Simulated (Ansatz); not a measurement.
Runs of Ansatz 0.2.0 on Cu. The structure is tetragonal, space group I4/mmm (No. 139). Conventional cell: a = 2.886 Å, b = 2.886 Å, c = 2.752 Å, α = 90.00°, β = 90.00°, γ = 90.00°. Around Cu (site symmetry 4/mmm) lie 10 Cu at 2.46 to 2.75 Å. This isn't the form of Cu at room conditions, which is fcc.

| task | level | spin | U | cell | cutoff (eV) | smearing | pressure (GPa) | V0 of scaled cells (Å³/atom) | B0 (GPa) |
| --- | --- | --- | --- | --- | --- | --- | --- | --- | --- |
| band structure | LDA | off | - | as given | 322 | fermi-dirac 0.05 eV | -7.8 | - | - |
| equation of state | LDA | off | - | as given | - | fermi-dirac 0.05 eV | - | 10.93 | 186 |
| relaxation of the atoms | LDA+U | off | Cu d U = 0.0 eV | atoms relaxed from: cell strained at random at fixed volume | - | methfessel-paxton 0.2 eV | -7.5 | - | - |
| relaxation of cell and atoms | PBEsol | collinear, ferromagnetic start | - | relaxed from: cell strained at random at fixed volume | - | methfessel-paxton 0.1 eV | 0.0 | - | - |
| equation of state | PBEsol | off | - | as given | - | fermi-dirac 0.05 eV | - | (b) | (a) |
| band structure | PBEsol | off | - | as given | 322 | fermi-dirac 0.05 eV | -1.4 | - | - |

Alike in all rows: potentials or basis all-electron LAPW, scalar-relativistic; k mesh 13 × 13 × 13; basis error allowed 0.001 eV/atom.

**Question.** Estimate the missing entries.

**Answer.** (a) 165; (b) 11.36.

Caveats: the cell was scaled at fixed shape and fractional positions, which overstates the stiffness of a crystal with free parameters, most of all of layers and chains (some runs); U is the effective U less J, on atomic orbitals that reach past the spheres (some runs); U without spin polarisation on a metal has little footing (some runs); the U is typed as a test and isn't derived for this compound (some runs).

Not every run made on this cell is shown here.
